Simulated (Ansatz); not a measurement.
# Ta4N5 (I4/m), an elastic constant from a strain scan

These are results of DFT PBEsol, scalar-relativistic, plane waves, PAW (Ansatz), not measurements. The runs took a 420 eV cutoff, a Γ-centred 12×12×12 mesh and Gaussian smearing (0.15 eV). Spin–orbit coupling is left out, which can shift energies with elements as heavy as these. No spin polarisation. Energies are free energies at this smearing, counted from the undisturbed cell; pressure is positive in compression.

The starting cell (relaxed at this level; it needn't be the usual structure):

```yaml
crystal:
  lattice:
    - [-3.41280, 3.41280, 2.12689]
    - [3.41280, -3.41280, 2.12689]
    - [3.41280, 3.41280, -2.12689]
  atoms:
    - { symbol: Ta, position: [0.78438, 0.60487, 0.38926] }
    - { symbol: Ta, position: [0.39513, 0.78438, 0.17951] }
    - { symbol: Ta, position: [0.60487, 0.21562, 0.82049] }
    - { symbol: Ta, position: [0.21562, 0.39513, 0.61074] }
    - { symbol: N, position: [0.50000, 0.50000, 0.00000] }
    - { symbol: N, position: [0.90817, 0.30592, 0.21409] }
    - { symbol: N, position: [0.69408, 0.90817, 0.60226] }
    - { symbol: N, position: [0.30592, 0.09183, 0.39774] }
    - { symbol: N, position: [0.09183, 0.69408, 0.78591] }
```

The cell is strained by ε times the Voigt pattern (0, 0, 1, 0, 0, 0) (xx, yy, zz, yz, xz, xy; engineering shear) with fractional coordinates fixed. The cell holds 9 atoms in V0 = 99.09 Å³. The stress column is τ = (1/V0) dE/dε, got from the stress tensor σ (compression positive) at each point as −det(1 + εP) σ : P(1 + εP)⁻¹, with P the pattern as a tensor.

| ε | ΔE (meV/atom) | τ (GPa) |
| --- | --- | --- |
| -0.0200 | 12.593 | -18.565 |
| -0.0150 | 7.064 | -13.653 |
| -0.0100 | 3.179 | -8.995 |
| -0.0050 | 0.857 | -4.583 |
| 0.0000 | 0.000 | -0.406 |
| 0.0050 | 0.547 | 3.542 |
| 0.0100 | 2.413 | 7.269 |
| 0.0150 | 5.529 | 10.782 |
| 0.0175 | 7.519 | 12.459 |
| 0.0200 | ? | ? |

Which combination of elastic constants does this scan measure, and how large is it?

For small ε, τ = τ0 + Kε with K = pᵀCp, which for this pattern is C33 in the Cartesian frame shown. The parabola through τ at ε = -0.0050, 0 and 0.0050 has slope K = 812 GPa at zero. The energies per cell, E = NΔE, of the same two points give K = 2[E(ε₊)/ε₊ − E(ε₋)/ε₋]/[(ε₊ − ε₋)V0] = 817 GPa, in agreement. These are clamped-ion values.

Predict the withheld row at ε = 0.0200 from the harmonic law, and compare.

ΔE = V0(τ0 ε + Kε²/2)/N = 10.608 meV/atom and τ = 15.84 GPa. The calculation gives 9.796 meV/atom and 14.08 GPa: the energy lies 8 % below the harmonic value, as bonds soften when stretched.

Forces appear on the atoms along this scan, and letting them relax would lower the energy and soften the response. In a metal these slopes depend on the k mesh and the smearing.